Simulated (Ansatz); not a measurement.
Input and command of a plane-wave DFT calculation in Ansatz:

```yaml
crystal:
  lattice:
    - [-3.1136926464, 0.0, 0.0]
    - [0.0, 5.3930738627, 0.0]
    - [1.5568463232, -2.6965369313, -4.9834165464]
  atoms:
    - { symbol: Al, position: [1.0377854113, 0.3325792953, 0.9984919239] }
    - { symbol: Al, position: [0.5377854113, 0.8325792953, 0.9984919239] }
    - { symbol: Al, position: [0.2107065126, 0.9159126286, 0.4984919239] }
    - { symbol: Al, position: [0.7107065126, 0.4159126286, 0.4984919239] }
    - { symbol: "N", position: [0.7738173268, 0.1415873714, 0.6165080761] }
    - { symbol: "N", position: [0.2738173268, 0.6415873714, 0.6165080761] }
    - { symbol: "N", position: [0.0926907493, 0.7249207047, 0.1165080761] }
    - { symbol: "N", position: [0.5926907493, 0.2249207047, 0.1165080761] }
basis:
  ecutwfc: 420
kpoints:
  mp_grid: { grid: [8, 8, 8] }
hamiltonian:
  xc: pbesol
scf:
  occupations: { method: gaussian, width: 0.05 }
output:
  forces: true
  stress: true
  eigenvalues: true
  write_density: true
  write_potential: true
  elf: true
  volumetric_format: npy
```

```bash
ansatz run input.yaml --threads 2 --pin off --max-ram 5120MiB --backend cpu --events-out ev --progress --plain --runs-dir out
```

Processor: Intel(R) Xeon(R) Processor @ 2.70GHz, 2 threads, on a host shared with other jobs.

Task: How long does it run, and how much memory does it take?

Result: About 17 s on 2 threads of Intel(R) Xeon(R) Processor @ 2.70GHz (shared host), peak memory 0.53 GiB. It solves 24 bands at 150 k points (the mesh reduced by the symmetry that the task leaves, which can be less than the crystal's) with about 1629 plane waves, in 6 SCF iterations.
